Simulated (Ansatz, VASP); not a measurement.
# AlRu in VASP and in Ansatz

Contents of INCAR:

```
  ALGO = Fast
  EDIFF = 1E-6
  ENCUT = 520
  GGA = PE
  ISIF = 2
  ISMEAR = 0
  LASPH = T
  LCHARG = F
  LREAL = F
  LWAVE = F
  NBANDS = 16
  NELM = 60
  PREC = Accurate
  SIGMA = 0.15
```

KPOINTS

```
k-points
0
Gamma
  16 16 16
```

Contents of POSCAR:

```
AlRu
1.0
    2.9018520000      0.0000000000      0.0000000000
    0.0000000000      2.9018520000      0.0000000000
    0.0000000000      0.0000000000      2.9916000000
Al Ru
1 1
Direct
    0.0000000000      0.0000000000      0.0000000000
    0.5000000000      0.5000000000      0.5000000000
```

Input for Ansatz:

```yaml
crystal:
  lattice:
    - [2.901852, 0.0, 0.0]
    - [0.0, 2.901852, 0.0]
    - [0.0, 0.0, 2.9916]
  atoms:
    - { symbol: Al, position: [0.0, 0.0, 0.0] }
    - { symbol: Ru, position: [0.5, 0.5, 0.5] }
basis:
  ecutwfc: 420
kpoints:
  mp_grid: { grid: [16, 16, 16] }
hamiltonian:
  xc: pbe
scf:
  occupations: { method: gaussian, width: 0.15 }
output:
  forces: true
  stress: true
  eigenvalues: true
```

Change from the starting cell: strain -0.030 along x and y, +0.000 along z, atoms carried along.

Alike in both runs: task single point; functional PBE; k mesh 16 × 16 × 16; occupations gaussian, width 0.15 eV; no spin polarisation.

|  | VASP | Ansatz |
| --- | --- | --- |
| version | VASP 6.6.1 | Ansatz 0.2.0 |
| potentials or method | VASP PAW PBE potentials, release 64 (Al, Ru_pv) | scalar-relativistic, plane waves, PAW |
| plane-wave cutoff (eV) | 520 | 420 |
| valence electrons in the cell | 17 | 19 |

Ansatz gave:

| Item | Value |
| --- | --- |
| gap on the k mesh at the Fermi level (eV) | none |
| pressure (GPa) | 17.7 |
| largest component of the traceless stress (GPa) | 4.05 |

**Question.** What did VASP give for the same quantities?

**Answer.** gap on the k mesh at the Fermi level (eV): none; pressure (GPa): 17.5; largest component of the traceless stress (GPa): 4.06.

A gap of «none» marks a metal or a gap that the smearing closes. The two sets of potentials don't hold the same shells in valence.

Caveats: so large a pressure means that the cell lies far from this level's equilibrium, or that cutoff or potentials fall short (VASP).
